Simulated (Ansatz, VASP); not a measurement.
## W: VASP beside Ansatz

The input POSCAR:

```
W
1.0
   -1.5823450000      1.5823450000      1.5823450000
    1.5823450000     -1.5823450000      1.5823450000
    1.5823450000      1.5823450000     -1.5823450000
W
1
Direct
    0.0000000000      0.0000000000      0.0000000000
```

Contents of INCAR.step1:

```
SYSTEM = W
PREC = Accurate
ENCUT = 520
ISMEAR = 0
SIGMA = 0.1
LREAL = .False.
LASPH = .True.
NELM = 100
NBANDS = 13
GGA = PE
ALGO = Normal
EDIFF = 1E-4
LWAVE = .True.
LCHARG = .False.
```

INCAR.step2

```
SYSTEM = W
PREC = Accurate
ENCUT = 520
EDIFF = 1E-6
ISMEAR = 0
SIGMA = 0.1
LREAL = .False.
LASPH = .True.
NELM = 100
ALGO = Normal
ISIF = 2
LWAVE = .False.
LCHARG = .False.
METAGGA = R2SCAN
LMIXTAU = .True.
NBANDS = 13
ISTART = 1
```

The input KPOINTS:

```
Automatic mesh
0
Gamma
  18 18 18
  0 0 0
```

Input for Ansatz:

```yaml
crystal:
  lattice:
    - [-1.582345, 1.582345, 1.582345]
    - [1.582345, -1.582345, 1.582345]
    - [1.582345, 1.582345, -1.582345]
  atoms:
    - { symbol: W, position: [0.0, 0.0, 0.0] }
basis:
  ecutwfc: 500
kpoints:
  mp_grid: { grid: [18, 18, 18] }
hamiltonian:
  xc: r2scan
scf:
  occupations: { method: gaussian, width: 0.1 }
output:
  forces: true
  stress: true
  eigenvalues: true
  populations: true
  write_density: true
  write_potential: true
  elf: true
  volumetric_format: npy
```

Alike in both runs: task single point; functional r2SCAN; k mesh 18 × 18 × 18; occupations gaussian, width 0.1 eV; no spin polarisation.

|  | VASP | Ansatz |
| --- | --- | --- |
| version | VASP 6.6.1 | Ansatz 0.2.0 |
| potentials or method | VASP PAW PBE potentials, release 64 (W_sv) | scalar-relativistic, plane waves, PAW |
| plane-wave cutoff (eV) | 520 | 500 |
| valence electrons in the cell | 14 | 14 |

```csv
,VASP,Ansatz,Ansatz less VASP
gap on the k mesh at the Fermi level (eV),none,none,-
pressure (GPa),2.4,1.1,-1.26
```

A gap of «none» marks a metal or a gap that the smearing closes. With one functional, cell and mesh, what is left measures potentials, basis and numerics.

Caveats: the PAW data sets were made with another functional, which shifts forces and pressure a little (VASP). Spin-orbit coupling is left out, which matters for the levels of W.
